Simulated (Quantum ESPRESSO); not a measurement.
# SiC (Moissanite 3C): zone-centre phonons

Aim: the zone-centre modes of SiC (Moissanite 3C).

Calculated with Quantum ESPRESSO 7.5; DFT LDA, scalar-relativistic, plane waves, PseudoDojo norm-conserving pseudopotentials.

**Measured values to reproduce.**

For SiC, 3C polytype (zincblende) (single crystals from silicon oxide and carbon black reaction at 2800 K, annealed in air), “On melting of silicon carbide under pressure” (2012, arxiv:1210.3244) quotes earlier work: lattice constant a (a of cubic 3C-SiC starting crystals) 4.357 Å [Starting-material characterisation; no method, uncertainty or temperature given].

“Infrared properties of SiC particles” (1999, arxiv:astro-ph/9903031) quotes from earlier work for SiC, 3C (beta, cubic zinc blende) (literature average; scatter up to 0.2): ε∞ (high-frequency dielectric constant) 6.49 [average of published experimental values; polytype label garbled in the row, 3C inferred …].

“Non-Destructive Mechanical Characterization of Sic Fibers by Raman Spectroscopy” (2007, arxiv:cond-mat/0701342) reports for SiC, beta-SiC (3C, zinc blende), by micro-Raman backscattering, 514.5 nm (near-stoichiometric polycrystalline SiC fibers (Hi-S, SA, Sylramic; C/Si below 1.1), cross sections, 300 K): Raman mode (TO at Gamma (degenerate TO1/TO2), approximate peak position) about 796 cm⁻¹ [polymer-derived SiC fibers with excess carbon and stacking disorder; satellite line near …].

“Optical properties of silicon carbide for astrophysical applications I. New laboratory infrared reflectance spectra and optical constants” (2008, arxiv:0803.1210) reports for SiC, 3C (zinc blende), by FTIR reflectance, classical dispersion analysis (high-purity CVD 3C-SiC wafer, 292 K): infrared mode (TO at Gamma) about 797.5 cm⁻¹ [TO position from reflectance band and dispersion fit; imperfect surface polish].

**1. Set-up**

It takes space group F-43m (No. 216, cubic). Conventional cell: a = 4.358 Å, b = 4.358 Å, c = 4.358 Å, α = 90.00°, β = 90.00°, γ = 90.00°. Nearest to Si lie 4 C at 1.89 Å. C has 4 Si at 1.89 Å nearest. Farther neighbours are not listed.

**2. A first look**

Before anything dear is run, a loose run with smearing shows whether this is a metal and how far the cell is from rest.

File probe.in:

```
&control
   calculation = 'scf'
   prefix = 'x'
   outdir = './tmp'
   pseudo_dir = './pseudo'
   tprnfor = .true.
   tstress = .true.
   verbosity = 'high'
/
&system
   ibrav = 0
   nat = 2
   ntyp = 2
   ecutwfc = 82.0
   occupations = 'smearing'
   smearing = 'gaussian'
   degauss = 0.01
/
&electrons
   conv_thr = 1.0d-07
   mixing_beta = 0.7
   electron_maxstep = 100
/
ATOMIC_SPECIES
 Si     28.0850  Si.upf
 C      12.0110  C.upf
CELL_PARAMETERS angstrom
     0.000000000    2.179000000    2.179000000
     2.179000000    0.000000000    2.179000000
     2.179000000    2.179000000    0.000000000
ATOMIC_POSITIONS crystal
 Si     0.000000000   0.000000000   0.000000000
 C      0.250000000   0.250000000   0.250000000
K_POINTS automatic
 8 8 8 0 0 0
```

Run with:

```
OMP_NUM_THREADS=1 mpirun -n 4 pw.x -nk 4 -in probe.in > probe.out
```

Output:

```text
[banners, grids, parts of the stress and lines that vanish by symmetry left out]
Program PWSCF v.7.5
     Message from routine setup:
     using ibrav=0 with symmetry is DISCOURAGED, use correct ibrav instead
[...]
kinetic-energy cutoff     =      82.0000  Ry
     charge density cutoff     =     328.0000  Ry
     scf convergence threshold =      1.0E-07
[...]
Exchange-correlation= SLA  PW   NOGX NOGC
                           (   1   4   0   0   0   0   0)
[...]
24 Sym. Ops. (no inversion) found
[...]
(     0          1          0      )
                  (     0          0          1      )
[...]
( -0.0000000  1.0000000  0.0000000 )
                  ( -0.0000000  0.0000000  1.0000000 )
[...]
(     1          0         -1      )
                  (     0          0         -1      )
[...]
(  0.0000000  1.0000000 -0.0000000 )
[...]
(     1         -1          0      )
                  (     0         -1          0      )
[...]
(  0.0000000 -0.0000000  1.0000000 )
                  (  0.0000000 -1.0000000  0.0000000 )
[...]
number of k points=    29  Gaussian smearing, width (Ry)=  0.0100
[...]
End of self-consistent calculation
[...]
the Fermi energy is     9.9922 ev
!    total energy              =     -20.63318233 Ry
[...]
convergence has been achieved in   7 iterations
[...]
atom    1 type  1   force =     0.00000000    0.00000000    0.00000000
     atom    2 type  2   force =    -0.00000000   -0.00000000   -0.00000000
[...]
Total force =     0.000000     Total SCF correction =     0.000000
[...]
total   stress  (Ry/bohr**3)                   (kbar)     P=      -49.90
[...]
XML data file, charge density, pseudopotentials, collected wavefunctions

   JOB DONE.
```

The job ended after 5.3 s (4 MPI ranks of Intel Xeon at 2.50GHz (Skylake/Cascade Lake), shared host).

Read from the output:

```yaml
volume_per_atom: 10.35 Å³
pressure: -4.99 GPa
gap_on_the_k_mesh: 1.327 eV
```

A gap of 1.3 eV opens on this mesh, so the crystal is taken as an insulator; the start stands at -5.0 GPa.

**3. Relaxing the cell and atoms**

The relaxation runs at a cutoff a fifth above that of the response, since stress converges more slowly with the basis than frequencies do. Forces and stress are brought to rest with tight thresholds.

File relax.in:

```
&control
   calculation = 'vc-relax'
   prefix = 'x'
   outdir = './tmp'
   pseudo_dir = './pseudo'
   tprnfor = .true.
   tstress = .true.
   forc_conv_thr = 2.0d-05
   etot_conv_thr = 1.0d-07
   nstep = 40
/
&system
   ibrav = 0
   nat = 2
   ntyp = 2
   ecutwfc = 98
   occupations = 'fixed'
   nbnd = 6
/
&electrons
   conv_thr = 1.0d-11
   mixing_beta = 0.7
   electron_maxstep = 100
/
&ions
/
&cell
   press_conv_thr = 0.2
/
ATOMIC_SPECIES
 Si     28.0850  Si.upf
 C      12.0110  C.upf
CELL_PARAMETERS angstrom
     0.000000000    2.179000000    2.179000000
     2.179000000    0.000000000    2.179000000
     2.179000000    2.179000000    0.000000000
ATOMIC_POSITIONS crystal
 Si     0.000000000   0.000000000   0.000000000
 C      0.250000000   0.250000000   0.250000000
K_POINTS automatic
 10 10 10 0 0 0
```

Run with:

```
OMP_NUM_THREADS=1 mpirun -n 4 pw.x -nk 4 -in relax.in > relax.out
```

Output:

```text
[banners, grids, parts of the stress and lines that vanish by symmetry left out]
[banner, memory and clock lines left out]
Program PWSCF v.7.5

[...]
kinetic-energy cutoff     =      98.0000  Ry
     charge density cutoff     =     392.0000  Ry
     scf convergence threshold =      1.0E-11
[...]
energy convergence thresh.=      1.0E-07
     force convergence thresh. =      2.0E-05
     press convergence thresh. =      2.0E-01
     Exchange-correlation= SLA  PW   NOGX NOGC
                           (   1   4   0   0   0   0   0)
[...]
24 Sym. Ops. (no inversion) found
[...]
number of k points=    47
[...]
End of self-consistent calculation
[...]
highest occupied, lowest unoccupied level (ev):     9.2524   10.5812
!    total energy              =     -20.63330537 Ry
[...]
convergence has been achieved in  13 iterations
[...]
atom    1 type  1   force =    -0.00000000   -0.00000000   -0.00000000
     atom    2 type  2   force =     0.00000000    0.00000000    0.00000000
     Total force =     0.000000     Total SCF correction =     0.000000
[...]
total   stress  (Ry/bohr**3)                   (kbar)     P=      -48.93
[...]
number of bfgs steps    =   0
[...]
CELL_PARAMETERS (angstrom)
[...]
ATOMIC_POSITIONS (crystal)
Si              -0.0000000000       -0.0000000000       -0.0000000000
C                0.2500000000        0.2500000000        0.2500000000
[...]
New effective cutoffs (rho, wfc):  397.75   99.64
[...]
End of self-consistent calculation
[...]
highest occupied, lowest unoccupied level (ev):     9.5684   10.8769
!    total energy              =     -20.63382118 Ry
[...]
convergence has been achieved in  10 iterations
[...]
atom    1 type  1   force =     0.00000000    0.00000000    0.00000000
     atom    2 type  2   force =     0.00000000    0.00000000    0.00000000
     Total force =     0.000000     Total SCF correction =     0.000000
[...]
total   stress  (Ry/bohr**3)                   (kbar)     P=        6.12
[...]
number of bfgs steps    =   1
[...]
CELL_PARAMETERS (angstrom)
[...]
ATOMIC_POSITIONS (crystal)
Si              -0.0000000000       -0.0000000000       -0.0000000000
C                0.2500000000        0.2500000000        0.2500000000
[...]
New effective cutoffs (rho, wfc):  397.02   99.46
[...]
End of self-consistent calculation
[...]
highest occupied, lowest unoccupied level (ev):     9.5334   10.8441
!    total energy              =     -20.63382872 Ry
[...]
convergence has been achieved in  10 iterations
[...]
atom    1 type  1   force =    -0.00000000    0.00000000   -0.00000000
     atom    2 type  2   force =     0.00000000   -0.00000000    0.00000000
     Total force =     0.000000     Total SCF correction =     0.000000
[...]
total   stress  (Ry/bohr**3)                   (kbar)     P=       -0.20
[...]
number of bfgs steps    =   2
[...]
small trust_radius: resetting bfgs history
[...]
CELL_PARAMETERS (angstrom)
[...]
ATOMIC_POSITIONS (crystal)
Si               0.0000000000       -0.0000000000        0.0000000000
C                0.2500000000        0.2500000000        0.2500000000
[...]
New effective cutoffs (rho, wfc):  397.05   99.47
[...]
End of self-consistent calculation
[...]
highest occupied, lowest unoccupied level (ev):     9.5347   10.8453
!    total energy              =     -20.63382873 Ry
[...]
convergence has been achieved in   7 iterations
[...]
atom    1 type  1   force =    -0.00000000   -0.00000000   -0.00000000
     atom    2 type  2   force =     0.00000000    0.00000000    0.00000000
     Total force =     0.000000     Total SCF correction =     0.000000
[...]
total   stress  (Ry/bohr**3)                   (kbar)     P=        0.03
[...]
bfgs converged in   4 scf cycles and   3 bfgs steps
[...]
End of BFGS Geometry Optimization
     Final enthalpy           =     -20.6338287306 Ry
     File ./tmp/x.bfgs deleted, as requested
[...]
CELL_PARAMETERS (angstrom)
[...]
ATOMIC_POSITIONS (crystal)
Si               0.0000000000       -0.0000000000        0.0000000000
C                0.2500000000        0.2500000000        0.2500000000
[...]
Final scf calculation at the relaxed structure.
[...]
kinetic-energy cutoff     =      98.0000  Ry
     charge density cutoff     =     392.0000  Ry
     scf convergence threshold =      1.0E-13
[...]
press convergence thresh. =      2.0E-01
     Exchange-correlation= SLA  PW   NOGX NOGC
                           (   1   4   0   0   0   0   0)
[...]
24 Sym. Ops. (no inversion) found
[...]
number of k points=    47
[...]
c_bands:  1 eigenvalues not converged
     c_bands:  1 eigenvalues not converged
     c_bands:  1 eigenvalues not converged
     c_bands:  1 eigenvalues not converged
[...]
c_bands:  1 eigenvalues not converged
[...]
End of self-consistent calculation
[...]
highest occupied, lowest unoccupied level (ev):     9.5347   10.8453
!    total energy              =     -20.63382830 Ry
[...]
convergence has been achieved in  21 iterations
[...]
atom    1 type  1   force =     0.00000000   -0.00000000    0.00000000
     atom    2 type  2   force =     0.00000000   -0.00000000    0.00000000
     Total force =     0.000000     Total SCF correction =     0.000000
[...]
total   stress  (Ry/bohr**3)                   (kbar)     P=        0.04
[...]
XML data file, charge density, pseudopotentials, collected wavefunctions
```

Run time: 61 s. Hardware: 4 MPI ranks; 3.6 min of CPU time.

Step by step:

```tsv
step	energy less that of the first step (eV)	largest force (eV/Å)	pressure (GPa)	volume (Å³)
1	0.0000	0.0000	-4.89	20.69
2	-0.0070	0.0000	0.61	20.18
3	-0.0071	0.0000	-0.02	20.24
4	-0.0071	0.0000	0.00	20.23
5	-0.0071	0.0000	0.00	20.23
```

```tsv
conventional cell, symmetrised	before	after	change
a (Å)	4.358	4.326	-0.7 %
b (Å)	4.358	4.326	-0.7 %
c (Å)	4.358	4.326	-0.7 %
volume (Å³/atom)	10.35	10.12	-2.2 %
```

Final coordinates:

```cif
data_structure
_symmetry_space_group_name_H-M 'P 1'
_symmetry_Int_Tables_number 1
_cell_length_a 3.0587
_cell_length_b 3.0587
_cell_length_c 3.0587
_cell_angle_alpha 60.000
_cell_angle_beta 60.000
_cell_angle_gamma 60.000
_cell_volume 20.23
loop_
_atom_site_label
_atom_site_type_symbol
_atom_site_fract_x
_atom_site_fract_y
_atom_site_fract_z
_atom_site_occupancy
Si1 Si 0.00000 0.00000 0.00000 1
C2 C 0.25000 0.25000 0.25000 1
```

The last row of the table of steps is pw.x's closing run on a basis chosen anew for the final cell, so its energy can jump.

Read from the output:

- volume per atom: 10.12 Å³
- pressure: 0.004 GPa
- gap on the k-mesh: 1.311 eV

The volume changes by -2.2 % from the cell with which this run began.

**4. Self-consistent run for the response**

Perturbation theory inherits every error of the wavefunctions, so the threshold is set near the limit of the arithmetic. With a gap, occupations are fixed, which also allows the response to an electric field.

File scf.in:

```
&control
   calculation = 'scf'
   prefix = 'x'
   outdir = './tmp'
   pseudo_dir = './pseudo'
   tprnfor = .true.
   tstress = .true.
/
&system
   ibrav = 0
   nat = 2
   ntyp = 2
   ecutwfc = 82.0
   occupations = 'fixed'
   nbnd = 6
/
&electrons
   conv_thr = 1.0d-12
   mixing_beta = 0.7
   electron_maxstep = 100
/
ATOMIC_SPECIES
 Si     28.0850  Si.upf
 C      12.0110  C.upf
CELL_PARAMETERS angstrom
     0.000000000    2.162793319    2.162793319
     2.162793319    0.000000000    2.162793319
     2.162793319    2.162793319    0.000000000
ATOMIC_POSITIONS crystal
 Si     0.000000000   0.000000000   0.000000000
 C      0.250000000   0.250000000   0.250000000
K_POINTS automatic
 10 10 10 0 0 0
```

Run with:

```
OMP_NUM_THREADS=1 mpirun -n 4 pw.x -nk 4 -in scf.in > scf.out
```

Output:

```text
[banners, grids, parts of the stress and lines that vanish by symmetry left out]
[banner, memory and clock lines left out]
Program PWSCF v.7.5

[...]
kinetic-energy cutoff     =      82.0000  Ry
     charge density cutoff     =     328.0000  Ry
     scf convergence threshold =      1.0E-12
[...]
Exchange-correlation= SLA  PW   NOGX NOGC
                           (   1   4   0   0   0   0   0)
[...]
24 Sym. Ops. (no inversion) found
[...]
number of k points=    47
[...]
End of self-consistent calculation
[...]
highest occupied, lowest unoccupied level (ev):     9.5348   10.8453
!    total energy              =     -20.63378358 Ry
[...]
convergence has been achieved in  20 iterations
[...]
atom    1 type  1   force =    -0.00000000    0.00000000    0.00000000
     atom    2 type  2   force =     0.00000000   -0.00000000   -0.00000000
     Total force =     0.000000     Total SCF correction =     0.000000
[...]
total   stress  (Ry/bohr**3)                   (kbar)     P=       -0.69
[...]
XML data file, charge density, pseudopotentials, collected wavefunctions
```

Wall time 18 s (4 MPI ranks); 60 s of CPU time.

Read from the output:

```yaml
pressure: -0.06900 GPa
gap_on_the_k_mesh: 1.310 eV
```

The cell stands at -0.069 GPa, close enough for phonons.

[end of part 1 of 2]

[Host names and launcher messages were left out of these logs when they were recorded.]

[Logs are printed without paths, hosts, clocks, repeated set-up lines and the standing remarks that a program may print on its own settings, such as how far it seeks lower states.]

[Hosts, paths, dates, database ids (printed as entryN), source tags and the programs' standing remarks are cut or masked in the printed files.]
